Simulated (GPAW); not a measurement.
# Ge (Fd-3m) in GPAW: notebook

Aim: see how the results for Ge move with the level of theory and the settings. Levels: TB-mBJ, AM05, PBE, PBEsol+D3(BJ). Tasks: single point, band structure, density of states.

All numbers are computed with GPAW 26.7.0; they aren't measurements. Logs are shortened: lines on timing, memory, paths and dates and some standing lists are left out, and cuts for length are marked. The log counts tension as positive stress, the text compression.

**Experimental background.**

From “Electronic and optical properties of SixGe1-x-ySny alloys lattice-matched to Ge”, 2021, arxiv:2109.02782, for a bulk crystal of Ge at 293 K: band gap 0.666 eV (indirect).

From “Temperature-dependent photoluminescence in Ge: experiment and theory”, 2020, arxiv:2003.00143, for a bulk crystal of Ge at 0 K: band gap 0.744 eV (indirect).

The results are compared with them further down.

### 1 Starting point

Symmetry: Fd-3m, No. 227, cubic system. The conventional cell has a = 5.658 Å, b = 5.658 Å, c = 5.658 Å, α = 90.00°, β = 90.00°, γ = 90.00°. Around Ge (site symmetry -43m) lie 4 Ge at 2.45 Å.

### 2 Single point, TB-mBJ

run.py

```python
from ase.dft.bandgap import bandgap
from ase.io import read, write
from gpaw import GPAW, PW

atoms = read('Ge.cif')

calc = GPAW(mode=PW(600),
            xc='TB09',
            kpts={'size': (8, 8, 8), 'gamma': True},
            occupations={'name': 'fermi-dirac', 'width': 0.05},
            nbands=11,
            convergence={'density': 1e-05, 'energy': 1e-05},
            eigensolver='cg',
            maxiter=150,
            txt='gpaw.txt')
atoms.calc = calc
energy = atoms.get_potential_energy()
calc.write('gs.gpw')
write('result.traj', atoms)
print('Fermi level:', round(calc.get_fermi_level(), 4), 'eV')
print(f'Gap: {bandgap(calc)[0]:.4f} eV, direct: {bandgap(calc, direct=True)[0]:.4f} eV')
```

Ge.cif

```cif
data_Ge
_cell_length_a 4.00068289
_cell_length_b 4.00068289
_cell_length_c 4.00068289
_cell_angle_alpha 60.00000000
_cell_angle_beta 60.00000000
_cell_angle_gamma 60.00000000
_space_group_name_H-M_alt 'P1'
_space_group_name_Hall 'P 1'
_space_group_IT_number 1
loop_
_space_group_symop_operation_xyz
'x,y,z'
loop_
_atom_site_label
_atom_site_type_symbol
_atom_site_symmetry_multiplicity
_atom_site_Wyckoff_symbol
_atom_site_fract_x
_atom_site_fract_y
_atom_site_fract_z
_atom_site_occupancy
Ge1 Ge 1 a 0.7500000000 0.7500000000 0.7500000000 1
Ge2 Ge 1 a 0.5000000000 0.5000000000 0.5000000000 1
```

Potentials or basis: GPAW PAW data sets for LDA (gpaw-data 1.2.1), pw.

Command:

```bash
OMP_NUM_THREADS=1 python run.py
```

gpaw.txt:

```text
___ ___ ___ _ _ _
 |   |   |_  | | | |
 | | | | | . | | | |
 |__ |  _|___|_____|  26.7.0
 |___|_|

Input parameters:
  convergence: {density: 1e-05,
                energy: 1e-05}
  eigensolver: cg
  kpts: {gamma: True,
         size: (8, 8, 8)}
  maxiter: 150
  mode: {ecut: 600.0,
         name: pw}
  nbands: 11
  occupations: {name: fermi-dirac,
                width: 0.05}
  xc: TB09

System changes: positions, numbers, cell, pbc, initial_charges, initial_magmoms

Initialize ...

species:
  Ge:
    name:    Germanium
    Z:       32.0
    valence: 4
    core:    28
    charge:  0.0  # [|e|]
    compensation charges:
      type: gauss
      rc: 0.32  # [Å]
      lmax: 2
    cutoffs:
      filter: 1.77  # [Å]
      core: 3.42  # [Å]
    projectors
    | kind |    occ | energy [eV] | rcut [Å] |
    |------|--------|-------------|----------|
    |   4s |  2.000 |     -11.940 |    1.005 |
    |   4p |  2.000 |      -4.047 |    1.005 |
    |    s |        |      15.272 |    1.005 |
    |    p |        |      23.164 |    1.005 |
    |    d |        |       0.000 |    1.005 |

    Using partial waves for Ge as LCAO basis

Reference energy: -114035.635429  # eV

Spin-paired calculation

Convergence criteria:
 Maximum [total energy] change in last 3 cyles: 1e-05 eV / valence electron
 Maximum integral of absolute [dens]ity change: 1e-05 electrons / valence electron
 Maximum integral of absolute [eigenst]ate change: 4e-08 eV^2 / valence electron
 Maximum number of scf [iter]ations: 150
 (Square brackets indicate name in SCF output, whereas a 'c' in
 the SCF output indicates the quantity has converged.)

Symmetries present (total): 24

  ( 1  0  0)  ( 1  0  0)  ( 1  0 -1)  ( 1  0 -1)  ( 1 -1  0)  ( 1 -1  0)
  ( 0  1  0)  ( 0  0  1)  ( 0  1 -1)  ( 0  0 -1)  ( 0 -1  1)  ( 0 -1  0)
  ( 0  0  1)  ( 0  1  0)  ( 0  0 -1)  ( 0  1 -1)  ( 0 -1  0)  ( 0 -1  1)

  ( 0  1  0)  ( 0  1  0)  ( 0  1 -1)  ( 0  1 -1)  ( 0  0  1)  ( 0  0  1)
  ( 1  0  0)  ( 0  0  1)  ( 1  0 -1)  ( 0  0 -1)  ( 1  0  0)  ( 0  1  0)
  ( 0  0  1)  ( 1  0  0)  ( 0  0 -1)  ( 1  0 -1)  ( 0  1  0)  ( 1  0  0)

  ( 0  0 -1)  ( 0  0 -1)  ( 0 -1  1)  ( 0 -1  1)  ( 0 -1  0)  ( 0 -1  0)
  ( 1  0 -1)  ( 0  1 -1)  ( 1 -1  0)  ( 0 -1  0)  ( 1 -1  0)  ( 0 -1  1)
  ( 0  1 -1)  ( 1  0 -1)  ( 0 -1  0)  ( 1 -1  0)  ( 0 -1  1)  ( 1 -1  0)

  (-1  1  0)  (-1  1  0)  (-1  0  1)  (-1  0  1)  (-1  0  0)  (-1  0  0)
  (-1  0  1)  (-1  0  0)  (-1  1  0)  (-1  0  0)  (-1  1  0)  (-1  0  1)
  (-1  0  0)  (-1  0  1)  (-1  0  0)  (-1  1  0)  (-1  0  1)  (-1  1  0)

512 k-points: 8 x 8 x 8 Monkhorst-Pack grid + [1/16,1/16,1/16]
29 k-points in the irreducible part of the Brillouin zone
       k-points in crystal coordinates                weights
   0:     0.00000000    0.00000000    0.00000000          1/512
   1:     0.12500000    0.12500000    0.00000000          6/512
   2:     0.12500000    0.12500000    0.12500000          8/512
   3:     0.25000000    0.12500000    0.12500000         12/512
   4:     0.25000000    0.25000000    0.00000000          6/512
   5:     0.25000000    0.25000000    0.12500000         24/512
   6:     0.25000000    0.25000000    0.25000000          8/512
   7:     0.37500000    0.25000000   -0.37500000         24/512
   8:     0.37500000    0.25000000    0.12500000         24/512
   9:     0.37500000    0.25000000    0.25000000         24/512
          ...
  28:     0.50000000    0.50000000    0.50000000          4/512

Wave functions: Plane wave expansion
  Cutoff energy: 600.000 eV
  Number of coefficients (min, max): 1459, 1540
  Pulay-stress correction: 0.000000 eV/Ang^3 (de/decut=0.000000)
  Using FFTW library
  ScaLapack parameters: grid=1x1, blocksize=None
  Wavefunction extrapolation:
    Improved wavefunction reuse through dual PAW basis

Occupation numbers: Fermi-Dirac:
  width: 0.0500  # eV

Eigensolver
   CG(niter=4, rtol=3.0e-01)

Densities:
  Coarse grid: 24*24*24 grid
  Fine grid: 48*48*48 grid
  Total Charge: 0.000000

Density mixing:
  Method: separate
  Backend: msr1
  Linear mixing parameter: 0.05
  old densities: 10
  Width of damping distribution: 1.1
  Damping of long wavelength oscillations: 20

Hamiltonian:
  XC and Coulomb potentials evaluated on a 48*48*48 grid
  Using the TB09 Exchange-Correlation functional
  External potential:
    NoExternalPotential

XC parameters: TB09 with 2 nearest neighbor stencil

Number of atoms: 2
Number of atomic orbitals: 8
Number of bands in calculation: 11
Number of valence electrons: 8
Bands to converge: occupied

... initialized

Initializing position-dependent things.

Density initialized from atomic densities
Creating initial wave functions:
  8 bands from LCAO basis set
  3 bands from random numbers

             Ge
       Ge

Atomic positions and initial magnetic moments

Positions:
   0 Ge     6.001024    3.464693    2.449908    ( 0.0000,  0.0000,  0.0000)
   1 Ge     4.000683    2.309795    1.633272    ( 0.0000,  0.0000,  0.0000)

Unit cell:
           periodic     x           y           z      points  spacing
  1. axis:    yes    4.000683    0.000000    0.000000    24     0.1361
  2. axis:    yes    2.000341    3.464693    0.000000    24     0.1361
  3. axis:    yes    2.000341    1.154898    3.266544    24     0.1361

  Lengths:   4.000683   4.000683   4.000683
  Angles:   60.000000  60.000000  60.000000

Effective grid spacing dv^(1/3) = 0.1485

iter:   1  4162.353564
iter:   2  4161.712151   +0.77  -0.83
iter:   3  4163.133936   -0.02  -0.80
iter:   4  4165.653472   -0.63  -0.94
iter:   5  4168.008233   -0.61  -1.28
iter:   6  4167.980376   -1.15  -1.31
iter:   7  4168.374264   -2.17  -1.34
iter:   8  4168.380189   -2.39  -1.29
iter:   9  4168.435542   -1.81  -1.29
iter:  10  4167.775505   -2.00  -1.25
iter:  11  4167.902762   -2.62  -1.33
[... 4 lines left out ...]
iter:  16  4165.650029   -3.06  -2.24
iter:  17  4165.634432   -3.23  -2.72
iter:  18  4165.692042   -3.65  -2.76
iter:  19  4165.647059   -4.55  -2.66
iter:  20  4165.633505   -4.36  -3.17
iter:  21  4165.626328   -5.30  -3.83
iter:  22  4165.623776   -5.66  -3.96
iter:  23  4165.623460   -6.41  -4.22
iter:  24  4165.623360   -7.25  -4.28
iter:  25  4165.623479   -7.12  -4.37
iter:  26  4165.623535   -8.10c -4.98
iter:  27  4165.623666   -8.58c -5.43c
iter:  28  4165.623648   -8.67c -5.44c
iter:  29  4165.623660c  -8.71c -6.46c

Converged after 29 iterations.

Dipole moment: (5.249589, 3.030852, 2.143136) |e|*Ang

Energy contributions relative to reference atoms: (reference = -114035.635429)

Kinetic:         +5.444240
Potential:       -3.599818
External:        +0.000000
XC:            +4163.763348
Entropy (-ST):   -0.000003
Local:           +0.015890
SIC:             +0.000000
--------------------------
Free energy:   +4165.623658
Extrapolated:  +4165.623660

Showing only first 2 kpts
 Kpt  Band  Eigenvalues  Occupancy
  0     2      5.95691    1.99945
  0     3      5.95692    1.99945
  0     4      6.93037    0.00003
  0     5      8.83842    0.00000

  1     2      5.14727    2.00000
  1     3      5.14728    2.00000
  1     4      8.27619    0.00000
  1     5      8.81191    0.00000

Fermi level: 6.36687

Gap: 0.842 eV
Transition (v -> c):
  (s=0, k=0, n=3, [0.00, 0.00, 0.00]) -> (s=0, k=28, n=4, [0.50, 0.50, 0.50])
Direct/indirect transitions are different
Direct gap: 0.973 eV
Transition at: (s=0, k=0, n=3, [0.00, 0.00, 0.00])
Writing to gs.gpw (mode='')
```

Wall time 23 s (1 thread of Arm Neoverse V2, shared host); peak memory 0.19 GiB.

What came out:

```
Band gap on the k mesh : 0.84 eV, indirect (least direct gap 0.97 eV)
```

Caveat: a model potential gives levels but no total energy; the PAW data sets were made with another functional, which shifts forces and pressure a little.

### 3 Band structure, AM05, spin-orbit coupling, no magnetisation

run.py

```python
import numpy as np
from ase.dft.bandgap import bandgap
from ase.io import read, write
from ase.units import GPa
from gpaw import GPAW, PW, setup_paths
from gpaw.spinorbit import soc_eigenstates

setup_paths.insert(0, '.')

atoms = read('Ge.xyz')

calc = GPAW(mode=PW(600),
            xc='AM05',
            kpts={'size': (8, 8, 8), 'gamma': True},
            occupations={'name': 'fermi-dirac', 'width': 0.05},
            nbands=11,
            convergence={'density': 1e-05, 'energy': 1e-05},
            maxiter=150,
            txt='gpaw.txt')
atoms.calc = calc
energy = atoms.get_potential_energy()
forces = atoms.get_forces()
stress = atoms.get_stress()
calc.write('gs.gpw')
write('result.traj', atoms)
print(f'Energy: {energy:.6f} eV')
print('Forces (eV/A):')
print(forces.round(4))
print('Stress (GPa):', (stress / GPa).round(3))
print('Fermi level:', round(calc.get_fermi_level(), 4), 'eV')
print(f'Gap: {bandgap(calc)[0]:.4f} eV, direct: {bandgap(calc, direct=True)[0]:.4f} eV')

path = atoms.cell.bandpath('GXWKGLUWLK,UX', npoints=100, eps=1e-4)
bs_calc = calc.fixed_density(kpts=path, symmetry='off', nbands=21,
                             convergence={'bands': 'CBM+6.0', 'eigenstates': 1e-6}, txt='bands.txt')
bs = bs_calc.band_structure()
bs.write('bs.json')
print(f'Gap on the path: {bandgap(bs_calc)[0]:.4f} eV')

soc = soc_eigenstates(bs_calc, theta=54.7, phi=45)
np.savetxt('soc_bands.dat', soc.eigenvalues(), fmt='%.4f')
mesh = soc_eigenstates('gs.gpw', theta=54.7, phi=45)
np.savetxt('soc_mesh.dat', mesh.eigenvalues(), fmt='%.4f')
print('Fermi level with spin-orbit coupling:', round(mesh.fermi_level, 4), 'eV')
```

Ge.xyz

```xyz
2
Lattice="0.0000000000 2.8289100000 2.8289100000 2.8289100000 0.0000000000 2.8289100000 2.8289100000 2.8289100000 0.0000000000" Properties=species:S:1:pos:R:3 pbc="T T T"
Ge     4.2433650000      4.2433650000      4.2433650000
Ge     2.8289100000      2.8289100000      2.8289100000
```

Potentials or basis: PAW data sets generated in the run's folder for this functional, pw.

Command:

```bash
gpaw-setup -f AM05 Ge
OMP_NUM_THREADS=1 python run.py
```

It took 28 s on 1 thread of Arm Neoverse V2, shared host; peak memory 0.26 GiB.

Results (log left out):

```yaml
Free_energy: -9.3579 eV
Pressure: 1.1 GPa
Band_gap_along_the_path: none (metal or under the smearing width)
```

Levels at the corners of the path, in eV from the Fermi level:
| point | band 6 | band 7 | band 8 | band 9 | band 10 | band 11 |
| --- | --- | --- | --- | --- | --- | --- |
| Γ | -0.01 | 0.01 | 0.01 | 0.01 | 0.01 | 2.30 |
| X | -3.17 | -3.17 | -3.17 | 0.64 | 0.64 | 0.64 |
| W | -4.05 | -3.97 | -3.97 | 4.16 | 4.16 | 4.31 |
| K | -4.44 | -2.73 | -2.73 | 1.05 | 1.05 | 3.99 |
| Γ | -0.01 | 0.01 | 0.01 | 0.01 | 0.01 | 2.30 |
| L | -1.60 | -1.40 | -1.40 | 0.10 | 0.10 | 3.59 |
| U | -4.44 | -2.73 | -2.73 | 1.05 | 1.05 | 3.99 |
| W | -4.05 | -3.97 | -3.97 | 4.16 | 4.16 | 4.31 |
| L | -1.60 | -1.40 | -1.40 | 0.10 | 0.10 | 3.59 |
| K | -4.44 | -2.73 | -2.73 | 1.05 | 1.05 | 3.99 |
| U | -4.44 | -2.73 | -2.73 | 1.05 | 1.05 | 3.99 |
| X | -3.17 | -3.17 | -3.17 | 0.64 | 0.64 | 0.64 |

Caveat: spin-orbit coupling was added after a scalar SCF, so levels and gaps hold it while energy, forces, pressure and moments don't; this program's spin-orbit splittings come out too wide for heavy elements; this crystal is a semiconductor, whose small gap the functional closes, so the metal is an error of the method.

### 4 Band structure, PBE

run.py

```python
from ase.dft.bandgap import bandgap
from ase.io import write
from ase.spacegroup import crystal
from gpaw import GPAW

# Ge 8a
atoms = crystal(['Ge'],
                basis=[[0.25, 0.25, 0.25]],
                spacegroup=227, setting=1,  # Fd-3m
                cellpar=[5.65782, 5.65782, 5.65782, 90.0, 90.0, 90.0],
                primitive_cell=True)

calc = GPAW(mode='lcao',
            h=0.16,
            basis='szp(dzp)',
            xc='PBE',
            kpts={'size': (8, 8, 8), 'gamma': True},
            occupations={'name': 'fermi-dirac', 'width': 0.05},
            convergence={'density': 1e-05, 'energy': 1e-05},
            maxiter=150,
            txt='gpaw.txt')
atoms.calc = calc
energy = atoms.get_potential_energy()
forces = atoms.get_forces()
calc.write('gs.gpw')
write('result.traj', atoms)
print(f'Energy: {energy:.6f} eV')
print('Forces (eV/A):')
print(forces.round(4))
print('Fermi level:', round(calc.get_fermi_level(), 4), 'eV')
print(f'Gap: {bandgap(calc)[0]:.4f} eV, direct: {bandgap(calc, direct=True)[0]:.4f} eV')

path = atoms.cell.bandpath('GXWKGLUWLK,UX', npoints=100, eps=1e-4)
bs_calc = calc.fixed_density(kpts=path, symmetry='off', txt='bands.txt')
bs = bs_calc.band_structure()
bs.write('bs.json')
print(f'Gap on the path: {bandgap(bs_calc)[0]:.4f} eV')
```

Potentials or basis: GPAW PAW data sets (gpaw-data 1.2.1), lcao:szp(dzp).

Command:

```bash
OMP_NUM_THREADS=1 python run.py
```

gpaw.txt:

```text
__  _  _
 | _ |_)|_||  |
 |__||  | ||/\| - 26.7.0

Input parameters:
  mode=LCAO(),
  basis={'default': 'szp(dzp)'},
  convergence={'density': 1e-05, 'energy': 1e-05},
  h=0.16,
  kpts=MonkhorstPack(size=(8, 8, 8), gamma=True),
  maxiter=150,
  occupations=Occupations(name='fermi-dirac', width=0.05),
  xc=XC(name='PBE')

           Ge

       Ge

Atoms  # Å, Bohr magnetons
|   | symbol |        x |        y |        z |    initial magnetic moments |
|---|--------|----------|----------|----------|-----------------------------|
| 0 |     Ge | 1.414455 | 1.414455 | 1.414455 | ( 0.0000,  0.0000,  0.0000) |
| 1 |     Ge | 0.000000 | 0.000000 | 0.000000 | ( 0.0000,  0.0000,  0.0000) |

Unit cell  # Å
| periodic |        x |        y |        z |  lengths |    angles |
|----------|----------|----------|----------|----------|-----------|
|      yes | 0.000000 | 2.828910 | 2.828910 | 4.000683 | 60.000000 |
|      yes | 2.828910 | 0.000000 | 2.828910 | 4.000683 | 60.000000 |
|      yes | 2.828910 | 2.828910 | 0.000000 | 4.000683 | 60.000000 |

[... 296 lines left out ...]
|iter:   1| |   -8.391463 |      c|       |
|iter:   2| |   -8.390191 |      c| -1.04 |
|iter:   3| |   -8.377889 |      c| -1.06 |
|iter:   4| |   -8.376756 |      c| -1.59 |
|iter:   5| |   -8.376746 |      c| -3.09 |
|iter:   6| |   -8.376745c|      c| -3.60 |
|iter:   7| |   -8.376745c|      c| -6.18c|

Converged in 7 steps
Energy contributions relative to reference atoms: (reference = -114195.275705)

Energy contributions:
  Kinetic:          16.137496
  Coulomb:         -14.286579
  Zero:              0.045956
  External:          0.000000
  Xc:              -10.273365
  Entropy:          -0.000505
  Spinorbit:         0.000000
  ----------------------------
  Free energy:      -8.376998
  Extrapolated:     -8.376745

dipole moment: (-21.953356, -21.953356, -21.953356)  # |e|*Ang

Fermi level: 5.744
Eigenvalues  # (at kpt = [0.000, 0.000, 0.000])
| band index |      eig [eV] | occ [0-2] |
|------------|---------------|-----------|
|          0 |        -7.072 |     2.000 |
|          1 |         5.680 |     1.561 |
|          2 |         5.680 |     1.560 |
|          3 |         5.680 |     1.560 |
|          4 |         5.718 |     1.249 |
|          5 |         8.501 |     0.000 |
|          6 |         8.501 |     0.000 |
|          7 |         8.501 |     0.000 |

No gap
No difference between direct/indirect transitions

Forces  # eV/Ang
|       x |        y |        z |
|---------|----------|----------|
| 0.00000 |  0.00000 | -0.00000 |  # Ge   0
| 0.00000 | -0.00000 | -0.00000 |  # Ge   1

# Writing to gs.gpw (mode='')
```

bands.txt:

```text
convergence criteria:
- Maximum integral of absolute [eigenst]ate change: 4e-08 eV^2 / valence electron
maximum number of iterations: 150

SCF iterations
|iter     | |      energy | eigst |  dens |
|---------|-|-------------|-------|-------|
|iter:   1| |             |      c|       |
[... 100 lines left out ...]
         [0.4       , 0.4       , 0.7       ],
         [0.3875    , 0.3875    , 0.725     ],
         [0.375     , 0.375     , 0.75      ],
         [0.625     , 0.25      , 0.625     ],
         [0.60416667, 0.20833333, 0.60416667],
         [0.58333333, 0.16666667, 0.58333333],
         [0.5625    , 0.125     , 0.5625    ],
         [0.54166667, 0.08333333, 0.54166667],
         [0.52083333, 0.04166667, 0.52083333],
         [0.5       , 0.        , 0.5       ]])),
  maxiter=150,
  occupations=Occupations(name='fermi-dirac', width=0.05),
  symmetry=Symmetry(point_group=False, time_reversal=False),
  xc=XC(name='PBE')
```

Run time: 45 s. Hardware: 1 thread of Arm Neoverse V2, shared host; peak memory 0.16 GiB.

These settings aren't checked as converged: the numbers below hold their error.

Results:

```yaml
Free_energy: -8.3770 eV
Band_gap_along_the_path: none (metal or under the smearing width)
```

Caveat: the real-space grid adds noise to forces; the basis of atomic orbitals isn't converged, which shifts pressures, moduli and gaps.

(Continued in part 2 of 2.)
